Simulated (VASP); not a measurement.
# InPd in VASP: work function with PBE

Aim: the work function of InPd with PBE.

All numbers are computed with VASP 6.6.1; they aren't measurements. Logs are shortened: lines on timing, memory, paths and dates and some standing lists are left out, and cuts for length are marked.

## (1) The cell of the first run

The cell holds a slab with vacuum, 8 atoms: a = 3.272 Å, b = 3.272 Å, c = 26.452 Å, α = 90.00°, β = 90.00°, γ = 90.00°.

## (2) Work function, PBE (the (1 0 0) slab of InPd, cut from the database cell, not relaxed)

INCAR

```
SYSTEM = InPd
PREC = Accurate ; ENCUT = 520
EDIFF = 1E-6 ; ISMEAR = 0
SIGMA = 0.05 ; LREAL = .FALSE.
LASPH = .TRUE. ; NELM = 60
ALGO = Fast ; ISIF = 2
LWAVE = .FALSE. ; LCHARG = .TRUE.
LDIPOL = .TRUE. ; IDIPOL = 3
DIPOL = 0.5 0.5 0.500 ; GGA = PE
LELF = .TRUE. ; LVHAR = .TRUE.
LVACPOTAV = .TRUE.
```

KPOINTS

```
regular mesh
0
G
  8 8 1
  0 0 0
```

POSCAR

```
InPd
1.0
    3.2718847800      0.0000000000      0.0000000000
    0.0000000000      3.2718847800      0.0000000000
    0.0000000000      0.0000000000     26.4515967300
Pd In
4 4
Direct
    0.5000000000      0.5000000000      0.2835367587
    0.5000000000      0.5000000000      0.4072300395
    0.5000000000      0.5000000000      0.5309233202
    0.5000000000      0.5000000000      0.6546166009
    0.0000000000      0.0000000000      0.3453833991
    0.0000000000      0.0000000000      0.4690766798
    0.0000000000      0.0000000000      0.5927699605
    0.0000000000      0.0000000000      0.7164632413
```

Potentials or basis: VASP PAW PBE potentials, release 64 (Pd, In_d).

Run with:

```sh
$ cat potpaw_PBE.64/Pd/POTCAR potpaw_PBE.64/In_d/POTCAR > POTCAR
$ mpirun -np 1 vasp_std > vasp.out
```

OUTCAR:

```text
SYSTEM = InPd
   PREC = Accurate
   ENCUT = 520
   EDIFF = 1E-6
   ISMEAR = 0
   LREAL = .FALSE.
   LASPH = .TRUE.
   NELM = 60
   ISIF = 2
   GGA = PE

 ion  position               nearest neighbor table
   1  0.500  0.500  0.284-   5 2.83   5 2.83   5 2.83   5 2.83   2 3.27
   2  0.500  0.500  0.407-   6 2.83   6 2.83   6 2.83   6 2.83   5 2.83   5 2.83   5 2.83   5 2.83
                             3 3.27   1 3.27
   3  0.500  0.500  0.531-   7 2.83   7 2.83   7 2.83   7 2.83   6 2.83   6 2.83   6 2.83   6 2.83
                             4 3.27   2 3.27
   4  0.500  0.500  0.655-   7 2.83   8 2.83   7 2.83   8 2.83   7 2.83   8 2.83   7 2.83   8 2.83
                             3 3.27
   5  0.000  0.000  0.345-   1 2.83   2 2.83   1 2.83   2 2.83   1 2.83   2 2.83   1 2.83   2 2.83
                             6 3.27
   6  0.000  0.000  0.469-   2 2.83   2 2.83   2 2.83   2 2.83   3 2.83   3 2.83   3 2.83   3 2.83
                             5 3.27   7 3.27
   7  0.000  0.000  0.593-   3 2.83   3 2.83   3 2.83   3 2.83   4 2.83   4 2.83   4 2.83   4 2.83
                             6 3.27   8 3.27
   8  0.000  0.000  0.716-   4 2.83   4 2.83   4 2.83   4 2.83   7 3.27

  LATTYP: Found a simple tetragonal cell.
 ALAT       =     3.2718847800
 C/A-ratio  =     8.0845135170

  Lattice vectors:

 A1 = (   3.2718847800,   0.0000000000,   0.0000000000)
 A2 = (   0.0000000000,   3.2718847800,   0.0000000000)
 A3 = (   0.0000000000,   0.0000000000,  26.4515967300)

Analysis of symmetry for initial positions (statically):
=====================================================================
 Subroutine PRICEL returns:
 Original cell was already a primitive cell.

 Routine SETGRP: Setting up the symmetry group for a
 simple tetragonal supercell.

 Subroutine GETGRP returns: Found  8 space group operations
 (whereof  8 operations were pure point group operations)
 out of a pool of 16 trial point group operations.

The static configuration has the point symmetry C_4v.

Analysis of symmetry for dynamics (positions and initial velocities):
=====================================================================
 Subroutine PRICEL returns:
 Original cell was already a primitive cell.

 Routine SETGRP: Setting up the symmetry group for a
 simple tetragonal supercell.

 Subroutine GETGRP returns: Found  8 space group operations
 (whereof  8 operations were pure point group operations)
 out of a pool of 16 trial point group operations.

The dynamic configuration has the point symmetry C_4v.

 Subroutine INISYM returns: Found  8 space group operations
 (whereof  8 operations are pure point group operations),
 and found     1 'primitive' translations

----------------------------------------------------------------------------------------

                                     Primitive cell

  volume of cell :     283.1704

  direct lattice vectors                    reciprocal lattice vectors
     3.271884780  0.000000000  0.000000000     0.305634234  0.000000000  0.000000000
     0.000000000  3.271884780  0.000000000     0.000000000  0.305634234  0.000000000
     0.000000000  0.000000000 26.451596730     0.000000000  0.000000000  0.037804901

  length of vectors
     3.271884780  3.271884780 26.451596730     0.305634234  0.305634234  0.037804901

  position of ions in fractional coordinates (direct lattice)
     0.500000000  0.500000000  0.283536759
     0.500000000  0.500000000  0.407230039
     0.500000000  0.500000000  0.530923320
     0.500000000  0.500000000  0.654616601
     0.000000000  0.000000000  0.345383399
     0.000000000  0.000000000  0.469076680
     0.000000000  0.000000000  0.592769961
     0.000000000  0.000000000  0.716463241

  ion indices of the primitive-cell ions
   primitive index   ion index
                 1           1
                 2           2
                 3           3
                 4           4
                 5           5
                 6           6
                 7           7
                 8           8

----------------------------------------------------------------------------------------

 KPOINTS: regular mesh

Automatic generation of k-mesh.
 Grid dimensions read from file:
 generate k-points for:    8    8    1

 Generating k-lattice:

  Cartesian coordinates                     Fractional coordinates (reciprocal lattice)
     0.038204279  0.000000000  0.000000000     0.125000000  0.000000000  0.000000000
     0.000000000  0.038204279  0.000000000     0.000000000  0.125000000  0.000000000
     0.000000000  0.000000000  0.037804901     0.000000000  0.000000000  1.000000000

  Length of vectors
     0.038204279  0.038204279  0.037804901

  Shift w.r.t. Gamma in fractional coordinates (k-lattice)
     0.000000000  0.000000000  0.000000000

 Subroutine IBZKPT returns following result:
 ===========================================

 Found     15 irreducible k-points:

 Following reciprocal coordinates:
            Coordinates               Weight
  0.000000  0.000000  0.000000      1.000000
  0.125000  0.000000  0.000000      4.000000
  0.250000  0.000000  0.000000      4.000000
  0.375000  0.000000  0.000000      4.000000
  0.500000  0.000000  0.000000      2.000000
  0.125000  0.125000  0.000000      4.000000
  0.250000  0.125000  0.000000      8.000000
  0.375000  0.125000  0.000000      8.000000
  0.500000  0.125000  0.000000      4.000000
  0.250000  0.250000  0.000000      4.000000
  0.375000  0.250000  0.000000      8.000000
  0.500000  0.250000  0.000000      4.000000
  0.375000  0.375000  0.000000      4.000000
  0.500000  0.375000  0.000000      4.000000
  0.500000  0.500000  0.000000      1.000000
   k-points           NKPTS =     15   k-points in BZ     NKDIM =     15   number of bands    NBANDS=     55
   number of dos      NEDOS =    301   number of ions     NIONS =      8
   total plane-waves  NPLWV = 115200
   dimension x,y,z NGX =    24 NGY =   24 NGZ =  200
   dimension x,y,z NGXF=    48 NGYF=   48 NGZF=  400
   ions per type =               4   4
   NGX,Y,Z   is equivalent  to a cutoff of  12.19, 12.19, 12.57 a.u.
   NGXF,Y,Z  is equivalent  to a cutoff of  24.39, 24.39, 25.14 a.u.
 SYSTEM =  InPd
   PREC   = accura    normal or accurate (medium, high low for compatibility)
   ISTART =      0    job   : 0-new  1-cont  2-samecut
   ICHARG =      2    charge: 1-file 2-atom 10-const
   ISPIN  =      1    spin polarized calculation?
   LNONCOLLINEAR =      F non collinear calculations
   LSORBIT =      F    spin-orbit coupling
   LASPH  =      T    aspherical Exc in radial PAW
   ENCUT  =  520.0 eV  38.22 Ry    6.18 a.u.   6.08  6.08 49.18*2*pi/ulx,y,z
   NELM   =     60;   NELMIN=  2; NELMDL= -5     # of ELM steps
   EDIFF  = 0.1E-05   stopping-criterion for ELM
   LREAL  =      F    real-space projection
   EDIFFG = 0.1E-04   stopping-criterion for IOM
   NSW    =      0    number of steps for IOM
   IBRION =     -1    ionic relax: 0-MD 1-quasi-New 2-CG
   NFREE  =      0    steps in history (QN), initial steepest desc. (CG)
   ISIF   =      2    stress and relaxation
   ISYM   =      2    0-nonsym 1-usesym 2-fastsym
   POTIM  = 0.5000    time-step for ionic-motion
   TEBEG  =    0.0;   TEEND  =   0.0 temperature during run
   PSTRESS=    0.0 pullay stress
   NELECT =      92.0000    total number of electrons
   NUPDOWN=      -1.0000    fix difference up-down
   EMIN   =  10.00;   EMAX   =-10.00  energy-range for DOS
   EFERMI =   0.00;   METHOD = LEGACY
   ISMEAR =     0;   SIGMA  =   0.05  broadening in eV -4-tet -1-fermi 0-gaus
   EFERMI_NEDOS =   21; number of points for ismear=-14 and -15
   IALGO  =     68    algorithm
   IMIX   =      4    mixing-type and parameters
     AMIX     =   0.40;   BMIX     =  1.00
     AMIX_MAG =   1.60;   BMIX_MAG =  1.00
  volume/ion in A,a.u.               =      35.40       238.87
  Fermi-wavevector in a.u.,A,eV,Ry     =   1.125438  2.126769 17.233277  1.266610
  Thomas-Fermi vector in A             =   2.262115
   LORBIT       =      0    0 simple, 1 ext, 2 COOP (PROOUT), +10 PAW based schemes
   GGA     = PE    functional components
   LHFCALC =     F    Hartree Fock is set to
   AEXX    =    0.0000 exact exchange contribution
   IVDW    =     0    specifies the selected vdW correction
   LEPSILON=     F    determine dielectric tensor
   LRPA    =     F    only Hartree local field effects (RPA)
 non-spin polarized calculation
 RMM-DIIS sequential band-by-band and
 Gauss-broadening in eV      SIGMA  =   0.05
  energy-cutoff  :      520.00
  volume of cell :      283.17
 maximum number of plane-waves:      7704
   NGX = 13   NGY = 13   NGZ = 99

 dipolmoment           0.000000      0.000000      0.030343 electrons x Angstroem

 number of electron      91.9999980 magnetization

 dipolmoment           0.000000      0.000000     -0.031808 electrons x Angstroem

 Free energy of the ion-electron system (eV)
  ---------------------------------------------------
  ext. energy  EPLUGINS =         0.00000000
  ---------------------------------------------------
  free energy    TOTEN  =       -33.29957762 eV

  energy without entropy =      -33.29778229  energy(sigma->0) =      -33.29867996

 E-fermi :   2.9843     XC(G=0):  -6.8061

 val. band max:        2.9633816762   @ k =   0.5000   0.1250   0.0000
 cond. band min:       3.0623202049   @ k =   0.2500   0.1250   0.0000
 fundamental gap:      0.0989385287
 Fermi energy:         2.9842722331

 k-point     1 :       0.0000    0.0000    0.0000
  band No.  band energies     occupation
      1     -11.9666      2.00000
      2     -11.8978      2.00000
      3     -11.8768      2.00000
      4     -11.7518      2.00000
      5     -11.7218      2.00000
      6     -11.6501      2.00000
[... 47 lines left out ...]
     54       8.6865      0.00000
[... 811 lines left out ...]
     54       6.0909      0.00000
     55       6.3959      0.00000

------------------------ aborting loop because EDIFF is reached ----------------------------------------

  FORCE on cell =-STRESS in cart. coord.  units (eV):
  Direction    XX          YY          ZZ          XY          YZ          ZX
  --------------------------------------------------------------------------------------
  -------------------------------------------------------------------------------------
  Total        1.2535401      1.2535401      0.7975366      0.0000000      0.0000000      0.0000000
  in kB        7.0925255      7.0925255      4.5124592      0.0000000      0.0000000      0.0000000
  external PRESSURE =       6.2325034 kB  Pullay stress =       0.0000000 kB

 VOLUME and BASIS-vectors are now :
 -----------------------------------------------------------------------------
  energy-cutoff  :      520.00
  volume of cell :      283.17
      direct lattice vectors                 reciprocal lattice vectors
     3.271884780  0.000000000  0.000000000     0.305634234  0.000000000  0.000000000
     0.000000000  3.271884780  0.000000000     0.000000000  0.305634234  0.000000000
     0.000000000  0.000000000 26.451596730     0.000000000  0.000000000  0.037804901

 POSITION                                       TOTAL-FORCE (eV/Angst)
 -----------------------------------------------------------------------------------
      1.63594      1.63594      7.50000        -0.000000      0.000000      0.781816
      1.63594      1.63594     10.77188        -0.000000     -0.000000      0.222358
      1.63594      1.63594     14.04377        -0.000000     -0.000000     -0.195303
      1.63594      1.63594     17.31565        -0.000000      0.000000     -0.081526
      0.00000      0.00000      9.13594        -0.000000      0.000000     -1.106687
      0.00000      0.00000     12.40783         0.000000      0.000000     -0.030804
      0.00000      0.00000     15.67971        -0.000000      0.000000      0.159375
      0.00000      0.00000     18.95160        -0.000000      0.000000      0.250772
 -----------------------------------------------------------------------------------
    total drift:                                0.000000     -0.000000     -0.001043

  FREE ENERGIE OF THE ION-ELECTRON SYSTEM (eV)
  ---------------------------------------------------
  free  energy   TOTEN  =       -33.2995776247 eV

  energy  without entropy=      -33.2977822916  energy(sigma->0) =      -33.29867996

 vacuum level on the upper side and lower side of the slab         7.020         7.558
```

Run time: 3.5 min. Hardware: 1 thread of Intel Xeon 6975P-C (Granite Rapids), shared host; peak memory 0.44 GiB.

Results:

| Quantity | Value |
| --- | --- |
| Free energy | -33.2996 eV |
| Largest force | 1.107 eV/Å |
| Band gap on the k mesh | none (metal or under the smearing width) |
| Work function of the upper face | 4.04 eV |
| Work function of the lower face | 4.57 eV |

Forces in eV/Å, atoms in the order of the input:
```
Pd   0.000  0.000  0.782
Pd   0.000  0.000  0.222
Pd   0.000  0.000 -0.195
Pd   0.000  0.000 -0.082
In   0.000  0.000 -1.107
In   0.000  0.000 -0.031
In   0.000  0.000  0.159
In   0.000  0.000  0.251
```
